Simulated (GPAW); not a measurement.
Be2C:

```xyz
3
Lattice="0.0000 2.1650 2.1650 2.1650 0.0000 2.1650 2.1650 2.1650 0.0000" Properties=species:S:1:pos:R:3 pbc="T T T"
C     0.0000    0.0000    0.0000
Be    3.2475    3.2475    3.2475
Be    1.0825    1.0825    1.0825
```

Base run:

| Item | Value |
| --- | --- |
| Program | GPAW 26.7.0 |
| Functional | PBE |
| Potentials or basis | GPAW PAW data sets (gpaw-data 1.2.1) |
| Cutoff | 600 eV |
| Basis | pw |
| k mesh | 9 × 9 × 9 |
| Occupations | fermi-dirac, width 0.05 eV |
| Spin | no spin polarisation |

Its results: band gap on the k mesh 1.30 eV, indirect (least direct gap 4.11 eV); pressure 2.7 GPa.

Question: The run is repeated on the same cell with these changes: functional from PBE to LDA; potentials or basis from GPAW PAW data sets (gpaw-data 1.2.1) to the program's PAW data sets (release 1.2.1) made for this functional. What comes out?

Answer: Band gap on the k mesh 1.33 eV, indirect (least direct gap 3.99 eV); pressure -6.2 GPa.

Caveats: the cutoff is short for stress and forces, so pressures can be off by a GPa or more; an odd mesh through Γ misses points on the zone boundary, where band edges often lie.
